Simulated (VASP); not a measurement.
# Pb in VASP: convergence with ENAUG

Pb:

```xyz
1
Lattice="-0.0160 2.4622 2.4651 2.4659 -0.0088 2.4579 2.4808 2.4700 -0.0238" Properties=species:S:1:pos:R:3 pbc="T T T"
Pb    0.0096   -0.0024    0.0031
```

The cell isn't the ideal one: cell strained at random at fixed volume.

```yaml
Program: VASP 6.6.1
Task: single point
Functional: LDA
Potentials_or_basis: VASP PAW LDA potentials, release 64 (Pb_d)
Cutoff: 520 eV
k_mesh: 7 × 7 × 7
Occupations: methfessel-paxton, width 0.1 eV
Spin: no spin polarisation
```

These are the settings of the first run; the series varies ENAUG, with any setting tied to it.

Hardware: 1 thread of Intel(R) Xeon(R) Platinum 8488C (Sapphire Rapids), with other jobs on the host.

| ENAUG | energy less the tightest run, at zero smearing (meV/atom) | pressure (GPa) | SCF cycles | CPU time (s) | peak memory (GiB) |
| --- | --- | --- | --- | --- | --- |
| 300 | -0.31 | -1.53 | 15 | 19 | 0.15 |
| 400 | 0.16 | -1.49 | 15 | 19 | 0.15 |
| 500 | -0.01 | -1.50 | 15 | 21 | 0.15 |
| 700 | 0.05 | -1.51 | 15 | 20 | 0.16 |
| 900 | 0.03 | -1.50 | 15 | 20 | 0.16 |
| 1200 | 0.00 | -1.50 | 15 | 20 | 0.15 |
| 1600 | 0.00 | -1.50 | 15 | 20 | 0.16 |

Against the tightest run, the energy stays within 1 meV/atom from 300 on; the pressure stays within 0.1 GPa from 300 on. The tightest run that finished is the yardstick and may itself not be fully converged.

The run has no spin-orbit coupling, so splittings on Pb are missing.
